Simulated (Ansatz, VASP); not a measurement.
**One calculation of Be, two programs**

INCAR

```
  ALGO = Normal
  EDIFF = 1E-6
  ENCUT = 520
  GGA = PS
  ISIF = 2
  ISMEAR = 0
  LASPH = T
  LCHARG = F
  LREAL = F
  LWAVE = F
  NBANDS = 12
  NELM = 100
  PREC = Accurate
  SIGMA = 0.1
```

Contents of KPOINTS:

```
k-points
0
Gamma
  12 12 10
```

The input POSCAR:

```
Be
1.0
    2.4207767281     -2.5651480324      0.0000000000
    2.4207767281      2.5651480324      0.0000000000
    0.0000000000      0.0000000000      4.8997059756
Be
4
Direct
    0.1617894600      0.8382105400      0.1965141100
    0.8382105400      0.1617894600      0.8034858900
    0.3382105400      0.6617894600      0.6965141100
    0.6617894600      0.3382105400      0.3034858900
```

Input for Ansatz:

```yaml
crystal:
  lattice:
    - [2.4207767281, -2.5651480324, 0.0]
    - [2.4207767281, 2.5651480324, 0.0]
    - [0.0, 0.0, 4.8997059756]
  atoms:
    - { symbol: Be, position: [0.16178946, 0.83821054, 0.19651411] }
    - { symbol: Be, position: [0.83821054, 0.16178946, 0.80348589] }
    - { symbol: Be, position: [0.33821054, 0.66178946, 0.69651411] }
    - { symbol: Be, position: [0.66178946, 0.33821054, 0.30348589] }
basis:
  ecutwfc: 420
kpoints:
  mp_grid: { grid: [12, 12, 10] }
hamiltonian:
  xc: pbesol
scf:
  occupations: { method: gaussian, width: 0.1 }
output:
  forces: true
  stress: true
  eigenvalues: true
  populations: true
```

Alike in both runs: task single point; functional PBEsol; k mesh 12 × 12 × 10; occupations gaussian, width 0.1 eV; no spin polarisation.

```csv
,VASP,Ansatz
version,VASP 6.6.1,Ansatz 0.2.0
potentials or method,"VASP PAW PBE potentials, release 64 (Be)","scalar-relativistic, plane waves, PAW"
plane-wave cutoff (eV),520,420
valence electrons in the cell,8,8
```

Ansatz gave:

* gap on the k mesh at the Fermi level (eV): none
* pressure (GPa): -19.6
* largest component of the traceless stress (GPa): 5.00
* rms of the force components (eV/Å): 0.298

**Question.** Which values does VASP return?

**Answer.** gap on the k mesh at the Fermi level (eV): none; pressure (GPa): -19.5; largest component of the traceless stress (GPa): 5.00; rms of the force components (eV/Å): 0.298.

Atom by atom the forces differ by 0.000 eV/Å (rms over components). A gap of «none» marks a metal or a gap that the smearing closes.

Caveats: so large a pressure means that the cell lies far from this level's equilibrium, or that cutoff or potentials fall short (VASP); the potentials were made for another functional, which shifts forces and pressure (VASP).
